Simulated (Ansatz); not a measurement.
BP: frozen-core PAW against all-electron methods

```xyz
2
Lattice="0.0000 2.2690 2.2690 2.2690 0.0000 2.2690 2.2690 2.2690 0.0000" Properties=species:S:1:pos:R:3 pbc="T T T"
B     0.0000    0.0000    0.0000
P     3.4035    3.4035    3.4035
```

Atom numbers follow the list: B1, P2.

The cell is COD entry 9008835, as deposited and not checked against the literature; nothing was relaxed.

All numbers are computed: DFT, LDA, PAW with Ansatz's default frozen-core files, scalar-relativistic (Ansatz 0.2.0); DFT, LDA, all-electron LAPW, scalar-relativistic (Ansatz 0.2.0).

For PAW: a Γ-centred 15×15×15 k mesh, Fermi–Dirac smearing of 0.05 eV, cutoff 420 eV, no spin polarisation; the PAW files were made with PBE, and the program remakes their frozen cores for this functional. LAPW targets a basis error of 1 meV/atom. The Ansatz runs share mesh, smearing and spin set-up. Plane-wave (PAW) pressures include the program's estimate of the Pulay term.

Stress and pressure are positive in compression.

Levels count from the top of the valence band.

| quantity | PAW | LAPW |
| --- | --- | --- |
| pressure (GPa) | -5.23 | -5.24 |
| band gap (eV) | 1.187 | 1.189 |
| highest filled level at K (eV) | -3.493 | -3.493 |
| lowest empty level at K (eV) | 2.081 | 2.083 |
| highest filled level at U (eV) | -3.493 | -3.493 |
| lowest empty level at U (eV) | 2.081 | 2.083 |
| highest filled level at X (eV) | -4.105 | -4.104 |
| lowest empty level at X (eV) | 1.303 | 1.304 |
